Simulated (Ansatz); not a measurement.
PbS, one cell by several methods

```
Pb S
1.0
     2.91109   -2.87100    0.00000
     2.91109    2.87100    0.00000
    -1.06925    0.00000   11.70929
Pb S
2 2
Direct
  0.77560 0.77560 0.63638
  0.22440 0.22440 0.36362
  0.26840 0.26840 0.59860
  0.73160 0.73160 0.40140
```

Atoms are numbered in the order listed.

Conventional cell: a = 5.822 Å, b = 5.742 Å, c = 11.758 Å, α = 90.00°, β = 95.22°, γ = 90.00°. Pb (atom 1) is surrounded by 5 S at 2.75 to 2.95 Å. Around S (atom 3) lie 5 Pb at 2.75 to 2.95 Å.

The cell is COD entry 2106944, as deposited and not checked against the literature; nothing was relaxed. The listed cell was then made from it by scaling, straining or moving an atom.

No spin–orbit coupling, which matters for the heavy atoms here.

Methods: DFT, PBE, PAW with Ansatz's default frozen-core files, scalar-relativistic (Ansatz 0.2.0); DFT, PBE, all-electron PAW with datasets made for the crystal, scalar-relativistic (Ansatz 0.2.0); DFT, PBE, all-electron LAPW, scalar-relativistic (Ansatz 0.2.0).

For PAW: a Γ-centred 7×7×3 k mesh, Fermi–Dirac smearing of 0.01 eV, cutoff 420 eV, no spin polarisation. The crystal-made all-electron datasets (AE datasets) take a cutoff of 240 eV at this cell. LAPW targets a basis error of 0.5 meV/atom. The Ansatz runs share mesh, smearing and spin set-up. Plane-wave (PAW) pressures include the program's estimate of the Pulay term.

Stress and pressure are positive in compression.

The change that made this cell: equal xx and yy strain of -1 %.

| quantity | PAW | AE datasets | LAPW |
| --- | --- | --- | --- |
| pressure (GPa) | 0.93 | 0.93 | 0.93 |
| stress xx (GPa) | 1.36 | 1.36 | 1.37 |
| stress yy (GPa) | 2.36 | 2.37 | 2.37 |
| stress zz (GPa) | -0.94 | -0.94 | -0.94 |
| force on Pb1, z (eV/Å) | -0.299 | -0.297 | -0.298 |
| force on S3, z (eV/Å) | -0.085 | -0.084 | -0.084 |
| band gap (eV) | 1.181 | 1.183 | ? |

(1) What belongs in the row "band gap (eV)", column "LAPW"?

Answers

(1) 1.153.
